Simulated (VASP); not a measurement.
Wanted: the native input for a VASP 6.6.1 run.

```
Task                   : single point
Functional             : PBE
Potentials or basis    : VASP PAW PBE potentials, release 64 (Al)
Cutoff                 : 520 eV
k mesh                 : 22 × 22 × 22
Occupations            : gaussian, width 0.15 eV
Spin                   : no spin polarisation
Dipole correction      : no
Further INCAR settings : ALGO = Normal; EDIFF = 1e-07; NBANDS = 8
```

The structure of Al lies in POSCAR:

```
Al
1.0
   -1.6693395209      1.6693395209      1.4376351954
    1.6693395209     -1.6693395209      1.4376351954
    1.6693395209      1.6693395209     -1.4376351954
Al
1
Direct
    0.0000000000      0.0000000000      0.0000000000
```

This isn't the form of Al at room conditions, which is fcc.

The cell isn't the ideal one: volume 16.025 Å^3 an atom, c/a of the conventional cell 0.8612.

These files were run (other wordings do the same):

INCAR

```
ALGO = Normal ; EDIFF = 1E-7
ENCUT = 520 ; GGA = PE
ISIF = 2 ; ISMEAR = 0
LASPH = True ; LCHARG = False
LREAL = False ; LWAVE = False
NBANDS = 8 ; NELM = 100
PREC = Accurate ; SIGMA = 0.15
```

KPOINTS

```
k-points
0
Gamma
  22 22 22
```

Potentials or basis: VASP PAW PBE potentials, release 64 (Al).

Command:

```console
$ cat potpaw_PBE.64/Al/POTCAR > POTCAR
$ mpirun -np 1 vasp_std > vasp.out
```

Results of the run:

```json
{"Pressure": "4.4 GPa", "Band gap on the k mesh": "none (metal or under the smearing width)"}
```

Wall time 40 s on 1 thread of AMD EPYC 9R45 96-Core Processor (Zen 5), on a shared host, peak memory 0.18 GiB.
